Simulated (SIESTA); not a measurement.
# Al under changes of volume

One of the cells (16.438 Å³/atom); the others are scaled copies at fixed shape and fractional positions:

```
Al
1.0
    -1.60176    1.60176    1.60176
     1.60176   -1.60176    1.60176
     1.60176    1.60176   -1.60176
Al
1
Direct
  0.00000 0.00000 0.00000
```

This isn't the form of Al at room conditions, which is fcc.

| Property | Result |
| --- | --- |
| Program | SIESTA 5.4.2 |
| Functional | PBE |
| Potentials or basis | PseudoDojo 0.4 standard (PBE files) |
| Basis | DZP (energy shift 0.002 Ry; radii capped at 9.5 bohr) |
| Grid cutoff | 500 Ry |
| Energy shift | 0.002 Ry |
| k mesh | 12 × 12 × 12 |
| Occupations | fermi-dirac, width 0.05 eV |
| Spin | no spin polarisation |

```tsv
volume (Å³/atom)	energy over the lowest point (meV/atom)	pressure (GPa)
15.149	54.76	10.5
15.471	?	?
15.793	21.62	6.2
16.438	4.21	2.6
16.760	0.59	1.0
17.083	0.00	-0.4
```

Task: What does the run at 15.471 Å³/atom give?

Result: Energy over the lowest point 36.05 meV/atom; pressure 8.2 GPa.

Worked out: A Birch-Murnaghan fit of order 3 (a polynomial in V^(-2/3)) to the other rows has its minimum at 16.99 Å³/atom with B0 = V·E''(V) = 74 GPa and B' = 3.6. It gives 36.04 meV/atom at 15.471 Å³/atom, against the run's 36.05, and -dE/dV = 8.2 GPa, against 8.2.

Energies are extrapolated to zero smearing.

Caveats: the basis of atomic orbitals isn't converged, which shifts pressures, moduli and gaps.
